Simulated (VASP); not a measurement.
## CdTe: density of states with PBE

The system is CdTe.

```
Cd Te
1.0
     0.00000    3.07503    3.07503
     3.07503    0.00000    3.07503
     3.07503    3.07503    0.00000
Cd Te
1 1
Direct
  0.00000 0.00000 0.00000
  0.25000 0.25000 0.25000
```

The cell was built by a generator and needn't be a form met in nature.

| Property | Result |
| --- | --- |
| Program | VASP 6.6.1 |
| Task | density of states |
| Functional | PBE |
| Potentials or basis | VASP PAW PBE potentials, release 64 (Cd, Te) |
| Cutoff | 520 eV |
| k mesh | 7 × 7 × 7 |
| Occupations | fermi-dirac, width 0.0123 eV |
| Spin | no spin polarisation |
| Dipole correction | no |
| k mesh for the DOS | 11 × 11 × 11 |
| Occupations for the DOS | tetrahedron |
| Further INCAR settings | ALGO = Normal; EDIFF = 1e-06 |

| Quantity | Value |
| --- | --- |
| Valence electrons inside the program's atomic spheres | Cd 10.46; Te 3.53 |

Levels at points of the mesh, in eV from the valence-band top:
```
           k point  band 6  band 7  band 8  band 9  band 10  band 11  band 12  band 13
(0.00, 0.00, 0.00)   -8.58    0.00    0.00    0.00     1.27     4.44     4.44     4.44
```

States per cell in windows of 0.5 eV (zero at the valence-band top; states under -8 eV left out):
| from (eV) | total | Te2_p | Cd1_p | Cd1_d | Cd1_s | Te2_d | Te2_s |
| --- | --- | --- | --- | --- | --- | --- | --- |
| -8.0 | 0.64 | 0.00 | 0.00 | 0.49 | 0.01 | 0.00 | 0.07 |
| -7.5 | 0.00 | 0.00 | 0.00 | 0.00 | 0.00 | 0.00 | 0.00 |
| -7.0 | 0.00 | 0.00 | 0.00 | 0.00 | 0.00 | 0.00 | 0.00 |
| -6.5 | 0.00 | 0.00 | 0.00 | 0.00 | 0.00 | 0.00 | 0.00 |
| -6.0 | 0.00 | 0.00 | 0.00 | 0.00 | 0.00 | 0.00 | 0.00 |
| -5.5 | 0.44 | 0.11 | 0.01 | 0.01 | 0.10 | 0.00 | 0.01 |
| -5.0 | 0.81 | 0.19 | 0.01 | 0.03 | 0.17 | 0.00 | 0.02 |
| -4.5 | 0.26 | 0.06 | 0.01 | 0.02 | 0.04 | 0.00 | 0.01 |
| -4.0 | 0.17 | 0.04 | 0.01 | 0.01 | 0.03 | 0.00 | 0.01 |
| -3.5 | 0.51 | 0.15 | 0.04 | 0.03 | 0.02 | 0.00 | 0.01 |
| -3.0 | 0.68 | 0.22 | 0.06 | 0.03 | 0.02 | 0.00 | 0.01 |
| -2.5 | 0.97 | 0.35 | 0.08 | 0.04 | 0.02 | 0.00 | 0.01 |
| -2.0 | 0.82 | 0.32 | 0.07 | 0.04 | 0.01 | 0.00 | 0.01 |
| -1.5 | 0.78 | 0.32 | 0.06 | 0.05 | 0.01 | 0.00 | 0.00 |
| -1.0 | 0.43 | 0.19 | 0.03 | 0.03 | 0.00 | 0.00 | 0.00 |
| -0.5 | 0.13 | 0.06 | 0.01 | 0.01 | 0.00 | 0.00 | 0.00 |
| 0.0 | 0.00 | 0.00 | 0.00 | 0.00 | 0.00 | 0.00 | 0.00 |
| 0.5 | 0.00 | 0.00 | 0.00 | 0.00 | 0.00 | 0.00 | 0.00 |
| 1.0 | 0.00 | 0.00 | 0.00 | 0.00 | 0.00 | 0.00 | 0.00 |
| 1.5 | 0.01 | 0.00 | 0.00 | 0.00 | 0.00 | 0.00 | 0.00 |
| 2.0 | 0.18 | 0.01 | 0.01 | 0.00 | 0.03 | 0.01 | 0.02 |
| 2.5 | 0.65 | 0.05 | 0.04 | 0.02 | 0.09 | 0.03 | 0.04 |
| 3.0 | 1.03 | 0.10 | 0.05 | 0.03 | 0.15 | 0.06 | 0.05 |
| 3.5 | 0.49 | 0.06 | 0.03 | 0.02 | 0.06 | 0.03 | 0.02 |
| 4.0 | 0.55 | 0.06 | 0.05 | 0.02 | 0.04 | 0.04 | 0.01 |
| 4.5 | 1.01 | 0.11 | 0.10 | 0.03 | 0.05 | 0.08 | 0.01 |
| 5.0 | 0.64 | 0.06 | 0.09 | 0.02 | 0.01 | 0.06 | 0.00 |
| 5.5 | 0.97 | 0.09 | 0.12 | 0.03 | 0.02 | 0.09 | 0.01 |
| 6.0 | 0.58 | 0.07 | 0.07 | 0.02 | 0.01 | 0.05 | 0.01 |
| 6.5 | 0.48 | 0.06 | 0.06 | 0.02 | 0.01 | 0.04 | 0.01 |
| 7.0 | 0.75 | 0.10 | 0.08 | 0.03 | 0.01 | 0.07 | 0.01 |
| 7.5 | 0.33 | 0.04 | 0.04 | 0.01 | 0.01 | 0.04 | 0.00 |

Wall time 17 s on 1 thread of Intel(R) Xeon(R) Platinum 8488C (Sapphire Rapids), with other jobs on the host, peak memory 0.2 GiB.

Spin-orbit coupling is left out, which matters for the levels of Te.
